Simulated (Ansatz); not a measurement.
Here is an Ansatz input file for GaS, space group P6_3/mmc. Write the same calculation for the Python package.

```yaml
crystal:
  lattice:
    - [3.585, 0.0, 0.0]
    - [-1.7925, 3.104701, 0.0]
    - [0.0, 0.0, 15.5]
  atoms:
    - { symbol: Ga, position: [0.333333, 0.666667, 0.17] }
    - { symbol: Ga, position: [0.666667, 0.333333, 0.67] }
    - { symbol: Ga, position: [0.333333, 0.666667, 0.33] }
    - { symbol: Ga, position: [0.666667, 0.333333, 0.83] }
    - { symbol: S, position: [0.333333, 0.666667, 0.6] }
    - { symbol: S, position: [0.666667, 0.333333, 0.1] }
    - { symbol: S, position: [0.333333, 0.666667, 0.9] }
    - { symbol: S, position: [0.666667, 0.333333, 0.4] }
kpoints:
  mp_grid: { grid: [6, 6, 2] }
hamiltonian:
  xc: lda
scf:
  occupations: { method: fixed }
output:
  forces: true
  stress: true
  eigenvalues: true
```

Launched from the shell:
```console
$ ansatz run input.yaml --threads 1 --pin off --max-ram 3072MiB --backend cpu --events-out ev --progress --plain --runs-dir out
Warning: the atoms were moved onto the symmetric positions of the space group found under crystal.symmetry.tolerance 1.0e-5 (fractional; no operation is sought that the atoms, as they stand in a round, miss by more than twice it, and no atom is moved by as much as it), and the run uses the moved positions. Before a round's move an operation carried an atom to 3.59e-6 Å from where it should land, [...]
Engine: ansatz 0.2.0, aarch64-unknown-linux-gnu
Pseudopotentials: kind: paw
Pseudopotential: Ga, paw, valence charge 13, recommended cutoff 420 eV (normal), Ga.paw.azcp
Pseudopotential: S, paw, valence charge 6, recommended cutoff 420 eV (normal), S.paw.azcp
Functional definition: SPW92
  exchange = slater_x
  correlation = pw_c
Crystal: 8 atoms, lattice volume = 172.520 Å³
Basis set: ecut = 420 eV, 3333 PW (Γ)
Bands: 46, of which v1, the nominal top of the filled ones, is band 38 counted from 1 (37 counted from 0)
Symmetry: 24 space group operations
Space group: P63/mmc (ITA 194), of the structure as read, at distance tolerance 5.6e-5 Å
k-points: 14 of 72
Non-local potential: Ga, projectors of the file, l = 0: 2, l = 1: 2, l = 2: 3, l = 3: 1
Non-local potential: S, projectors of the file, l = 0: 2, l = 1: 2, l = 2: 2
PAW form: soft (Blöchl's): semilocal exchange-correlation on the pseudo side does not see the compensation charge
PAW frozen core: Ga, regenerated for the run's functional, and the local potential with it (the file was generated under x = pbe(κ = 0.804, μ = 0.2195149727645171), c = pbe(β = 0.06672455060314922))
PAW frozen core: S, regenerated for the run's functional, and the local potential with it (the file was generated under x = pbe(κ = 0.804, μ = 0.2195149727645171), c = pbe(β = 0.06672455060314922))
PAW one-centre angular grid: Ga, 590 points (default); XC on 64 Gauss nodes
PAW one-centre angular grid: S, 110 points (default); XC on 64 Gauss nodes
Initial density: superposition of atomic densities (neutral atoms: chi_scale 0, normalization atom), corrected by the library's trained network
Initial wavefunctions: pseudopotential atomic-orbital guess
Functional: x = slater, c = lda
SCF iter   1: F=—  HF=-18311.192319 eV  |F-HF|=—  |Δ(HF+E_count)|=         —  Δρ=7.09e-3  dr2=1.11e-1  ethr=1.77e-3  ⟨swp⟩=4.6  Hψ=2073  notcnv=0  defer=73
preconditioner: auto → Resta (q_TF=auto, 2.380 Å⁻¹)  ε∞=4.1  [insulator: Δε(μ)=1.345 eV  Ē_g=14.100 eV  n_scr=52 (ndim 8)  ℏωp=24.6 eV  f_vac=0.035  ε∞_Penn≈4.1]
SCF iter   2: F=—  HF=-18311.167427 eV  |F-HF|=—  |Δ(HF+E_count)|=   2.49e-2  Δρ=2.95e-3  dr2=1.04e-2  ethr=1.46e-4  ⟨swp⟩=2.1  Hψ=833  notcnv=0  defer=84
SCF iter   3: F=—  HF=-18311.164569 eV  |F-HF|=—  |Δ(HF+E_count)|=   2.86e-3  Δρ=1.07e-3  dr2=1.45e-3  ethr=1.37e-5  ⟨swp⟩=2.7  Hψ=795  notcnv=0  defer=70
automatic band count: iteration 3 solves 45 bands in place of 46: the levels show a gap, and the empty bands left out lie too high to hold charge; the band table lists the bands solved (type scf.n_extra_bands for more)
SCF iter   4: F=—  HF=-18311.164266 eV  |F-HF|=—  |Δ(HF+E_count)|=   3.03e-4  Δρ=1.25e-4  dr2=2.51e-5  ethr=1.91e-6  ⟨swp⟩=2.6  Hψ=1045  notcnv=0  defer=70
SCF iter   5: F=—  HF=-18311.164281 eV  |F-HF|=—  |Δ(HF+E_count)|=   1.54e-5  Δρ=9.10e-5  dr2=1.29e-5  ethr=3.31e-8  ⟨swp⟩=2.0  Hψ=1123  notcnv=0  defer=40
SCF iter   6: F=—  HF=-18311.164269 eV  |F-HF|=—  |Δ(HF+E_count)|=   1.16e-5  Δρ=1.40e-5  dr2=3.99e-7  ethr=1.70e-8  ⟨swp⟩=2.0  Hψ=1123  notcnv=0  defer=39
SCF iter   7: F=-18311.164270 eV  HF=-18311.164270 eV  |F-HF|=9.43e-9  |Δ(HF+E_count)|=   2.34e-7  Δρ=2.89e-6  dr2=2.02e-8  ethr=1.32e-10  ⟨swp⟩=10.6  Hψ=3078  notcnv=0
SCF 1 converged in 7 iterations: F = -18311.164270 eV  dr2 = 2.02e-8
  greatest PAW one-centre occupation: 0.995 electrons in one spin orbital (limit 2), on the Ga atom at site 2 (counted from 0), in its partial waves of l = 2
SCF converged after 7 iterations
Free energy (F): -18311.164270 eV
Harris-Foulkes:  -18311.164270 eV  (|F-HF|=9.43e-9)
Internal energy: -18311.164270 eV  (E = F + TS)
E sigma→0 (E₀):  -18311.164270 eV
Fermi energy:    6.101462 eV
--- Per-component energies (eV) ---
  E_band       = -341.425067
  E_kinetic    = 889.839796
  E_local      = -10011.439488  (includes V_loc(G=0)·N_el)
  E_nonlocal   = 1826.812609
  E_hartree    = 4608.651317
  E_xc         = -658.338915
  E_vxc        = -582.891010  (∫ρ·V_xc dr)
  E_paw        = -9928.443004  (= ΣΔE_a)
  E_vpaw       = -1681.050334  (= ΣTr[D̂ρ^β])
  E_aug_tail   = -0.000482  (compensation charges beyond the density's cutoff)
  E_ewald      = -5045.772813
  E_core_change = 7.526710  (= ΣΔE_core)
  E_smearing   = -0.000000  (= −TS)
  E_closure    = 0.000000  (closes the sum)
  Σ components = -18311.164270   (vs F -18311.164270, Δ=0.00e0)
--- Forces (eV/Å), atoms counted from 1 ---
  atom   1  Ga    -0.00000000    -0.00000000     0.16202308
  atom   2  Ga    -0.00000000     0.00000000     0.16202308
  atom   3  Ga    -0.00000000    -0.00000000    -0.16202308
  atom   4  Ga     0.00000000     0.00000000    -0.16202308
  atom   5  S     -0.00000000    -0.00000000     0.26275859
  atom   6  S     -0.00000000     0.00000000     0.26275859
  atom   7  S      0.00000000    -0.00000000    -0.26275859
  atom   8  S     -0.00000000     0.00000000    -0.26275859
  max |Σ_I F_I| component: 1.02e-16 eV/Å
--- Stress (GPa, compression-positive) ---
       -2.708325       0.000000       0.000000
        0.000000      -2.708325       0.000000
        0.000000       0.000000      -3.406438
  P = ⅓ Tr σ = -2.9410 GPa (-29.410 kbar)
--- Band table (eV; the first three rows and the last of 14) ---
  k-point 0: bands = ["-8.9908", "-8.9884", "-8.8752", "-8.8752", "-8.8750", "-8.8750", "-8.8263", "-8.8263", "-8.8263", "-8.8263", "-8.7895", "-8.7895", "-8.7895", "-8.7895", "-8.7358", "-8.7206", "-8.6503", "-8.6503", "-8.6502", "-8.6502", "-8.1218", "-7.9186", "-7.8380", "-7.6189", "-0.9197", "-0.4435", "1.3657", "2.5716", "4.4710", "4.4710", "4.5626", "4.5626", "4.5653", "4.5821", "4.5821", "4.6773", "4.6773", "6.1015", "7.5013", "8.2542", "8.7302", "8.9431", "10.6115", "10.6115", "10.7321"]
  k-point 1: bands = ["-8.9896", "-8.9896", "-8.8751", "-8.8751", "-8.8751", "-8.8751", "-8.8263", "-8.8263", "-8.8263", "-8.8263", "-8.7895", "-8.7895", "-8.7895", "-8.7895", "-8.7285", "-8.7285", "-8.6502", "-8.6502", "-8.6502", "-8.6502", "-8.0532", "-8.0532", "-7.6953", "-7.6953", "-0.7160", "-0.7160", "1.9258", "1.9258", "4.5000", "4.5000", "4.5000", "4.5000", "4.6465", "4.6465", "4.6465", "4.6465", "5.3193", "5.3193", "7.9872", "7.9872", "8.8176", "8.8176", "10.6670", "10.6670", "10.6670"]
  k-point 2: bands = ["-9.0263", "-9.0188", "-8.9397", "-8.9278", "-8.9154", "-8.9121", "-8.8659", "-8.8657", "-8.8098", "-8.8097", "-8.7984", "-8.7981", "-8.7831", "-8.7830", "-8.7005", "-8.6973", "-8.6522", "-8.6521", "-8.6105", "-8.6104", "-7.7538", "-7.5663", "-7.5156", "-7.3063", "-0.6855", "-0.3321", "1.5311", "2.0203", "2.8491", "3.0111", "3.0879", "3.7435", "4.0530", "4.1830", "4.1936", "4.3326", "4.9776", "5.8833", "8.6445", "8.9382", "9.0292", "9.3214", "10.4686", "10.6878", "10.9109"]
  k-point 13: bands = ["-9.1364", "-9.1364", "-9.0777", "-9.0777", "-8.9095", "-8.9095", "-8.8751", "-8.8751", "-8.7950", "-8.7950", "-8.7734", "-8.7734", "-8.7698", "-8.7698", "-8.6867", "-8.6867", "-8.6775", "-8.6775", "-8.5301", "-8.5301", "-6.0081", "-6.0081", "-5.9133", "-5.9133", "-1.2945", "-1.2945", "-0.4760", "-0.4760", "1.1117", "1.1117", "1.5505", "1.5505", "3.1238", "3.1238", "3.5165", "3.5165", "4.2379", "4.2379", "7.9799", "7.9799", "8.9909", "8.9909", "10.3943", "10.3943", "10.9373"]
```

`gas_deck.py`:
```python
"""Single point of GaS through the engine session."""

import ansatz
import pandas as pd

config = {
    "crystal": {
        "lattice": [[3.585, 0.0, 0.0], [-1.7925, 3.104701, 0.0], [0.0, 0.0, 15.5]],
        "atoms": [
            {"symbol": "Ga", "position": [0.333333, 0.666667, 0.17]},
            {"symbol": "Ga", "position": [0.666667, 0.333333, 0.67]},
            {"symbol": "Ga", "position": [0.333333, 0.666667, 0.33]},
            {"symbol": "Ga", "position": [0.666667, 0.333333, 0.83]},
            {"symbol": "S", "position": [0.333333, 0.666667, 0.6]},
            {"symbol": "S", "position": [0.666667, 0.333333, 0.1]},
            {"symbol": "S", "position": [0.333333, 0.666667, 0.9]},
            {"symbol": "S", "position": [0.666667, 0.333333, 0.4]},
        ],
    },
    "kpoints": {"mp_grid": {"grid": [6, 6, 2]}},
    "hamiltonian": {"xc": "lda"},
    "scf": {"occupations": {"method": "fixed"}},
    "output": {"forces": True, "stress": True, "eigenvalues": True},
}

out = ansatz.Session.from_dict(config).plan(threads=1).execute()
r = out.report

print("%-22s %14.5f eV" % ("F = E - TS", r["free_energy_ev"]))
print("%-22s %14.5f eV" % ("E", r["internal_energy_ev"]))
print("%-22s %14.5f eV" % ("Harris-Foulkes", r["harris_foulkes_ev"]))
print("%-22s %14.5f eV" % ("Fermi level", r["fermi_energy_ev"]))

# forces in eV per angstrom
table = pd.DataFrame(r["forces_ev_ang"], columns=["fx", "fy", "fz"])
table.insert(0, "atom", [site["symbol"] for site in r["lattice"]["sites"]])
print(table.round(4).to_string())

used = r["setup"]
print("cutoffs (eV):", used["ecut_ev"], used["ecutrho_ev"], " FFT grid:", used["fft_dense"])
print("cell volume {:.3f} A^3, {} symmetry operations".format(used["cell_volume_ang3"], used["n_sym_ops"]))
```

```console
$ python gas_deck.py
DeckWarning: the atoms were moved onto the symmetric positions of the space group found under crystal.symmetry.tolerance 1.0e-5 (fractional; no operation is sought that the atoms, as they stand in a round, miss by more than twice it, and no atom is moved by as much as it), and the run uses the moved positions. Before [...]
DeckWarning: basis.ecutwfc = 420 eV, auto-derived from the records' recommended cutoffs: set by Ga (normal level)
F = E - TS               -18311.16427 eV
E                        -18311.16427 eV
Harris-Foulkes           -18311.16427 eV
Fermi level                   6.10146 eV
  atom   fx   fy      fz
0   Ga -0.0 -0.0  0.1620
1   Ga -0.0  0.0  0.1620
2   Ga -0.0 -0.0 -0.1620
3   Ga  0.0  0.0 -0.1620
4    S -0.0 -0.0  0.2628
5    S -0.0  0.0  0.2628
6    S  0.0 -0.0 -0.2628
7    S -0.0  0.0 -0.2628
cutoffs (eV): 420.0 1680.0  FFT grid: [24, 24, 108]
cell volume 172.520 A^3, 24 symmetry operations
```
(Warnings from the package without file and line, shortened, repeats left out.)

Reading the output:
- Absolute energies stand on the zero of these potentials, so only differences at equal settings mean something. A total without «per atom» is that of the cell as typed.
- The Fermi level of a run with fixed occupations marks the highest occupied state on its mesh, not mid-gap.
- Only differences from the Fermi energy are physical; the zero of the scale is a convention.
- The starting cell is as deposited in a crystallographic database; the results hold for this polymorph, which needn't be the stable one.
- Finished in 7.7 s on 1 thread of Arm Neoverse V1, with other jobs on the host, peak memory 0.5 GiB.

(Lines on the test bed's own set-up are left out of the output.)
